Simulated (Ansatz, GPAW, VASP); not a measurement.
SrO: 4 runs at one level of theory

```
Sr O
1.0
     0.00000    2.56630    2.56630
     2.56630    0.00000    2.56630
     2.56630    2.56630    0.00000
Sr O
1 1
Cartesian
  2.5663 2.5663 2.5663
  0.0000 0.0000 0.0000
```

Alike in all runs: task band structure; functional BLYP; k mesh 9 × 9 × 9; occupations fermi-dirac, width 0.05 eV; no spin polarisation; no spin-orbit coupling. Pressure is positive in compression and, in plane waves, holds the error of the finite cutoff, which Ansatz's Pulay term estimates and takes out.

| program and potentials | plane-wave cutoff (eV) | notes | band gap (eV) | pressure (GPa) |
| --- | --- | --- | --- | --- |
| Ansatz, Ansatz PAW | 420 | potentials made for PBE, which Ansatz adapts in part; Pulay term of +0.45 GPa included | 3.51 | 6.24 |
| VASP, PBE PAW files O, Sr_sv, 520 eV | 520 | potentials made for PBE | 3.45 | 6.93 |
| GPAW, PAW data sets generated for this functional | 800 | - | 3.55 | 6.66 |
| Ansatz, all-electron LAPW, scalar-relativistic | - | - | 3.51 | 6.22 |

The band gap spans 3.45 (VASP, PBE PAW files O, Sr_sv, 520 eV) to 3.55 eV (GPAW, PAW data sets generated for this functional), with all-electron results at 3.51. The pressure spans 6.22 (Ansatz, all-electron LAPW, scalar-relativistic) to 6.93 GPa (VASP, PBE PAW files O, Sr_sv, 520 eV), with all-electron results at 6.22. Some sets were made for another functional than the one run, which can shift their rows.

Differences between rows come from potentials, basis sets and numerical settings, since the functional is the same but for its coding. Runs on potential files found faulty are left out.
